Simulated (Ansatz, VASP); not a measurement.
## Os in VASP and in Ansatz

File INCAR:

```
  PREC = Accurate
  ENCUT = 520
  EDIFF = 1E-6
  ISMEAR = 0
  SIGMA = 0.1
  LREAL = F
  LASPH = T
  NELM = 100
  ALGO = Fast
  ISIF = 2
  LWAVE = F
  LCHARG = F
  GGA = PS
  NBANDS = 10
```

The input KPOINTS:

```
Automatic mesh
0
Gamma
  12 12 16
```

Contents of POSCAR:

```
Os
1.0
    2.8007047337     -0.0000001114      0.0010395944
   -1.4003524633      2.4254816150      0.0000000000
    1.4011363365      0.8089464411      2.1743426966
Os
1
Direct
    0.0000000000      0.0000000000      0.0000000000
```

Input for Ansatz:

```yaml
crystal:
  lattice:
    - [2.8007047337, -1.114e-07, 0.0010395944]
    - [-1.4003524633, 2.425481615, 0.0]
    - [1.4011363365, 0.8089464411, 2.1743426966]
  atoms:
    - { symbol: Os, position: [0.0, 0.0, 0.0] }
basis:
  ecutwfc: 420
kpoints:
  mp_grid: { grid: [12, 12, 16] }
hamiltonian:
  xc: pbesol
scf:
  occupations: { method: gaussian, width: 0.1 }
output:
  forces: true
  stress: true
  eigenvalues: true
```

Change from the starting cell: band edges of the strained film's bulk.

Alike in both runs: task single point; functional PBEsol; k mesh 12 × 12 × 16; occupations gaussian, width 0.1 eV; no spin polarisation.

```csv
,VASP,Ansatz
version,VASP 6.6.1,Ansatz 0.2.0
potentials or method,"VASP PAW PBE potentials, release 64 (Os)","scalar-relativistic, plane waves, PAW"
plane-wave cutoff (eV),520,420
valence electrons in the cell,8,16
```

```csv
,VASP,Ansatz,Ansatz less VASP
gap on the k mesh at the Fermi level (eV),none,none,-
pressure (GPa),-20.1,-20.2,-0.04
largest component of the traceless stress (GPa),19.99,20.11,+0.115
```

A gap of «none» marks a metal or a gap that the smearing closes. The two sets of potentials don't hold the same shells in valence.

Caveats: so large a pressure means that the cell lies far from this level's equilibrium, or that cutoff or potentials fall short (VASP); the potentials were made for another functional, which shifts forces and pressure (VASP). Spin-orbit coupling is left out, which matters for the levels of Os.
